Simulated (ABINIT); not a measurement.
# Li2O: equation of state with PBE

Crystal: Li2O.

```
O Li
1.0
     0.00000    2.32685    2.32685
     2.32685    0.00000    2.32685
     2.32685    2.32685    0.00000
O Li
1 2
Direct
  0.00000 0.00000 0.00000
  0.25000 0.25000 0.25000
  0.75000 0.75000 0.75000
```

The cell comes from a database or a generator and needn't be the stable form of this composition.

```
Program                                         : ABINIT 10.8.3 (patched build)
Task                                            : equation of state
Functional                                      : PBE
Potentials or basis                             : JTH PAW PBE v2.0
Cutoff                                          : 626 eV
k mesh                                          : 10 × 10 × 10
Occupations                                     : fermi-dirac, width 0.05 eV
Spin                                            : no spin polarisation
Fine-grid cutoff                                : 1224.51 eV
Exchange and correlation inside the PAW spheres : full angular mesh (pawxcdev 0, this build's default; the released program takes 1)
```

| Item | Value |
| --- | --- |
| Equilibrium volume | 8.30 Å³/atom |
| Bulk modulus | 80 GPa |
| Pressure derivative of the bulk modulus | 4.0 (rough: it moves with the points fitted) |

Energy against volume, from the lowest point:
```csv
volume (Å³/atom),energy (meV/atom)
7.895,5.16
8.063,1.62
8.231,0.00
8.399,0.16
8.567,1.89
8.735,5.12
8.903,9.56
```

It took 92 s on 1 thread of Arm Neoverse V1, on a shared host, peak memory 0.13 GiB.

Caveat: pressures at fixed basis lie under the slope of the energies.
